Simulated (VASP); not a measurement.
# MoS2 (R3m) in VASP: notebook

One crystal, MoS2, is run at these levels: PBE; tasks: single point.

Program: VASP 6.6.1. These are calculated values, not measurements. Logs are shortened: lines on timing, memory, paths and dates and some standing lists are left out, and cuts for length are marked.

### Step 1. The structure

The structure is trigonal, space group R3m (No. 160). Conventional cell: a = 3.160 Å, b = 3.160 Å, c = 18.450 Å, α = 90.00°, β = 90.00°, γ = 120.00°. Around Mo (site symmetry 3m) lie 6 S at 2.39 Å. S (site symmetry 3m) is surrounded by 3 Mo at 2.39 Å. Around S (site symmetry 3m) lie 3 Mo at 2.39 Å.

Measurements of this composition are mostly on another form, of space group No. 194.

### Step 2. Single point, PBE

Contents of INCAR:

```
PREC     = Low            # precision mode
ENCUT    = 500            # plane-wave cutoff, eV
EDIFF    = 1E-7           # SCF threshold, eV
ISMEAR   = 0              # smearing method
SIGMA    = 0.05           # smearing width, eV
LREAL    = F              # projectors in reciprocal space
LASPH    = T              # aspherical terms in the spheres
NELM     = 100            # most SCF steps
ALGO     = Normal         # electronic algorithm
ISIF     = 2              # what is computed and relaxed
LWAVE    = F              # write WAVECAR
LCHARG   = F              # write CHGCAR
GGA      = PE             # functional
ADDGRID  = F
```

Contents of KPOINTS:

```
Automatic mesh
0
Gamma
  9 9 9
```

Contents of POSCAR:

```
MoS2
1.0
    1.5800000000      0.9122134253      6.1500000000
   -1.5800000000      0.9122134253      6.1500000000
    0.0000000000     -1.8244268506      6.1500000000
Mo S
1 2
Direct
    0.0000000000      0.0000000000      0.0000000000
    0.4170000000      0.4170000000      0.4170000000
    0.2500000000      0.2500000000      0.2500000000
```

Potentials or basis: VASP PAW PBE potentials, release 64 (Mo_sv, S).

Started as:

```
cat potpaw_PBE.64/Mo_sv/POTCAR potpaw_PBE.64/S/POTCAR > POTCAR
mpirun -np 1 vasp_std > vasp.out
```

OUTCAR:

```text
PREC = Low
   ENCUT = 500
   EDIFF = 1E-7
   ISMEAR = 0
   LREAL = F
   LASPH = T
   NELM = 100
   ISIF = 2
   GGA = PE

 Found     85 irreducible k-points:

 Following reciprocal coordinates:
            Coordinates               Weight
  0.000000  0.000000  0.000000      1.000000
  0.111111  0.000000 -0.000000      6.000000
  0.222222 -0.000000 -0.000000      6.000000
  0.333333  0.000000 -0.000000      6.000000
  0.444444 -0.000000 -0.000000      6.000000
  0.111111  0.111111 -0.000000      6.000000
   k-points           NKPTS =     85   k-points in BZ     NKDIM =     85   number of bands    NBANDS=     17
   number of dos      NEDOS =    301   number of ions     NIONS =      3
   total plane-waves  NPLWV =  46656
   dimension x,y,z NGX =    36 NGY =   36 NGZ =   36
   dimension x,y,z NGXF=    36 NGYF=   36 NGZF=   36
   ions per type =               1   2
   NGX,Y,Z   is equivalent  to a cutoff of   9.33,  9.33,  9.33 a.u.
   NGXF,Y,Z  is equivalent  to a cutoff of   9.33,  9.33,  9.33 a.u.
 SYSTEM =  unknown system
   PREC   = low       normal or accurate (medium, high low for compatibility)
   ISTART =      0    job   : 0-new  1-cont  2-samecut
   ICHARG =      2    charge: 1-file 2-atom 10-const
   ISPIN  =      1    spin polarized calculation?
   LNONCOLLINEAR =      F non collinear calculations
   LSORBIT =      F    spin-orbit coupling
   LASPH  =      T    aspherical Exc in radial PAW
   ENCUT  =  500.0 eV  36.75 Ry    6.06 a.u.  11.70 11.70 11.70*2*pi/ulx,y,z
   NELM   =    100;   NELMIN=  2; NELMDL= -5     # of ELM steps
   EDIFF  = 0.1E-06   stopping-criterion for ELM
   LREAL  =      F    real-space projection
   EDIFFG = 0.1E-05   stopping-criterion for IOM
   NSW    =      0    number of steps for IOM
   IBRION =     -1    ionic relax: 0-MD 1-quasi-New 2-CG
   NFREE  =      0    steps in history (QN), initial steepest desc. (CG)
   ISIF   =      2    stress and relaxation
   ISYM   =      2    0-nonsym 1-usesym 2-fastsym
   POTIM  = 0.5000    time-step for ionic-motion
   TEBEG  =    0.0;   TEEND  =   0.0 temperature during run
   PSTRESS=    0.0 pullay stress
   NELECT =      26.0000    total number of electrons
   NUPDOWN=      -1.0000    fix difference up-down
   EMIN   =  10.00;   EMAX   =-10.00  energy-range for DOS
   EFERMI =   0.00;   METHOD = LEGACY
   ISMEAR =     0;   SIGMA  =   0.05  broadening in eV -4-tet -1-fermi 0-gaus
   EFERMI_NEDOS =   21; number of points for ismear=-14 and -15
   IALGO  =     38    algorithm
   IMIX   =      4    mixing-type and parameters
     AMIX     =   0.40;   BMIX     =  1.00
     AMIX_MAG =   1.60;   BMIX_MAG =  1.00
  volume/ion in A,a.u.               =      17.73       119.63
  Fermi-wavevector in a.u.,A,eV,Ry     =   1.289652  2.437089 22.629252  1.663203
  Thomas-Fermi vector in A             =   2.421532
   LORBIT       =      0    0 simple, 1 ext, 2 COOP (PROOUT), +10 PAW based schemes
   GGA     = PE    functional components
   LHFCALC =     F    Hartree Fock is set to
   AEXX    =    0.0000 exact exchange contribution
   IVDW    =     0    specifies the selected vdW correction
   LEPSILON=     F    determine dielectric tensor
   LRPA    =     F    only Hartree local field effects (RPA)
 non-spin polarized calculation
 Gauss-broadening in eV      SIGMA  =   0.05
  energy-cutoff  :      500.00
  volume of cell :       53.18
 maximum number of plane-waves:      1364
   NGX = 23   NGY = 23   NGZ = 23

 number of electron      26.0000402 magnetization

 Free energy of the ion-electron system (eV)
  ---------------------------------------------------
  ext. energy  EPLUGINS =         0.00000000
  ---------------------------------------------------
  free energy    TOTEN  =       -21.79033488 eV

  energy without entropy =      -21.79033488  energy(sigma->0) =      -21.79033488

 E-fermi :   8.0226     XC(G=0): -10.8256

 val. band max:        7.6423550136   @ k =   0.4444   0.4444   0.4444
 cond. band min:       8.5958569965   @ k =  -0.2222   0.4444   0.1111
 fundamental gap:      0.9535019829
 Fermi energy:         8.0226407666

 k-point     1 :       0.0000    0.0000    0.0000
  band No.  band energies     occupation
      1     -53.9092      2.00000
      2     -28.0753      2.00000
      3     -27.8476      2.00000
      4     -27.8476      2.00000
      5      -7.4610      2.00000
      6      -5.7412      2.00000
      7       0.6362      2.00000
      8       4.1859      2.00000
      9       4.1859      2.00000
     10       5.3193      2.00000
     11       5.3193      2.00000
     12       6.3834      2.00000
     13       6.4887      2.00000
     14       9.6838      0.00000
     15       9.6838      0.00000
     16      10.1035      0.00000
     17      10.1035      0.00000

 k-point     2 :       0.1111    0.0000   -0.0000
  band No.  band energies     occupation
      1     -53.9043      2.00000
      2     -28.0657      2.00000
      3     -27.8964      2.00000
      4     -27.8587      2.00000
      5      -7.2697      2.00000
      6      -5.6837      2.00000
      7       0.8550      2.00000
      8       3.7991      2.00000
      9       4.3841      2.00000
     10       4.7059      2.00000
     11       5.0313      2.00000
     12       6.3889      2.00000
     13       6.6420      2.00000
     14       9.5296      0.00000
     15       9.6345      0.00000
     16       9.8867      0.00000
     17      10.0139      0.00000

 k-point     3 :       0.2222   -0.0000   -0.0000
  band No.  band energies     occupation
      1     -53.8919      2.00000
      2     -28.0412      2.00000
      3     -28.0184      2.00000
      4     -27.8865      2.00000
      5      -6.7479      2.00000
      6      -5.5270      2.00000
      7       1.3207      2.00000
      8       3.0676      2.00000
      9       3.7132      2.00000
     10       4.4451      2.00000
     11       4.9090      2.00000
     12       6.1122      2.00000
     13       6.2662      2.00000
     14       8.9222      0.00000
     15       9.5168      0.00000
     16      10.0787      0.00000
     17      10.5751      0.00000

 k-point     4 :       0.3333    0.0000   -0.0000
  band No.  band energies     occupation
      1     -53.8779      2.00000
      2     -28.1543      2.00000
      3     -28.0132      2.00000
      4     -27.9180      2.00000
      5      -6.0609      2.00000
      6      -5.3258      2.00000
      7       1.3368      2.00000
      8       2.6060      2.00000
      9       2.9092      2.00000
     10       3.9239      2.00000
     11       5.5311      2.00000
     12       5.5792      2.00000
     13       5.8679      2.00000
     14       9.1050      0.00000
     15       9.2624      0.00000
     16      10.7617      0.00000
     17      10.9808      0.00000

 k-point     5 :       0.4444   -0.0000   -0.0000
  band No.  band energies     occupation
      1     -53.8687      2.00000
      2     -28.2415      2.00000
      3     -27.9948      2.00000
      4     -27.9384      2.00000
      5      -5.5229      2.00000
      6      -5.1815      2.00000
      7       0.9713      2.00000
      8       2.1324      2.00000
      9       2.6302      2.00000
     10       3.6337      2.00000
     11       5.3180      2.00000
     12       5.9325      2.00000
     13       6.0810      2.00000
     14       9.2349      0.00000
     15       9.5776      0.00000
     16      11.1098      0.00000
     17      11.1429      0.00000

 k-point     6 :       0.1111    0.1111   -0.0000
  band No.  band energies     occupation
      1     -53.9043      2.00000
      2     -28.0657      2.00000
      3     -27.8964      2.00000
      4     -27.8587      2.00000
      5      -7.2620      2.00000
      6      -5.6980      2.00000
      7       0.8847      2.00000
      8       3.8037      2.00000
      9       4.3787      2.00000
     10       4.6819      2.00000
     11       5.0426      2.00000
     12       6.2354      2.00000
     13       6.7698      2.00000
     14       9.5198      0.00000
     15       9.6764      0.00000
     16       9.8306      0.00000
     17      10.0481      0.00000

 [... further k-points ...]

------------------------ aborting loop because EDIFF is reached ----------------------------------------

  FORCE on cell =-STRESS in cart. coord.  units (eV):
  Direction    XX          YY          ZZ          XY          YZ          ZX
  --------------------------------------------------------------------------------------
  -------------------------------------------------------------------------------------
  Total        1.4732082      1.4732082      2.2561921      0.0000000      0.0000000      0.0000000
  in kB       44.3807663     44.3807663     67.9683531      0.0000000      0.0000000      0.0000000
  external PRESSURE =      52.2432952 kB  Pullay stress =       0.0000000 kB

 VOLUME and BASIS-vectors are now :
 -----------------------------------------------------------------------------
  energy-cutoff  :      500.00
  volume of cell :       53.18
      direct lattice vectors                 reciprocal lattice vectors
     1.580000000  0.912213425  6.150000000     0.316455696  0.182705781  0.054200542
    -1.580000000  0.912213425  6.150000000    -0.316455696  0.182705781  0.054200542
     0.000000000 -1.824426851  6.150000000     0.000000000 -0.365411563  0.054200542

 POSITION                                       TOTAL-FORCE (eV/Angst)
 -----------------------------------------------------------------------------------
      0.00000      0.00000      0.00000         0.000000      0.000000      0.087803
      0.00000      0.00000      7.69365         0.000000     -0.000000      0.418547
      0.00000      0.00000      4.61250         0.000000      0.000000     -0.506350
 -----------------------------------------------------------------------------------
    total drift:                                0.000000     -0.000004      0.000157

  FREE ENERGIE OF THE ION-ELECTRON SYSTEM (eV)
  ---------------------------------------------------
  free  energy   TOTEN  =       -21.7903348753 eV

  energy  without entropy=      -21.7903348753  energy(sigma->0) =      -21.79033488
```

It took 99 s on 1 thread of Intel Xeon Platinum 8488C (Sapphire Rapids), shared host; peak memory 0.18 GiB.

The run converged, but some of its settings lie outside the range that counts as converged, so its numbers aren't taken as properties of the crystal.

What came out:

* Free energy: -21.7903 eV
* Pressure: 5.2 GPa
* Largest force: 0.506 eV/Å
* Band gap on the k mesh: 0.95 eV, indirect (least direct gap 1.71 eV)

Caveat: an odd mesh through Γ misses points on the zone boundary, where band edges often lie.

(Part 1 of 2 ends here.)
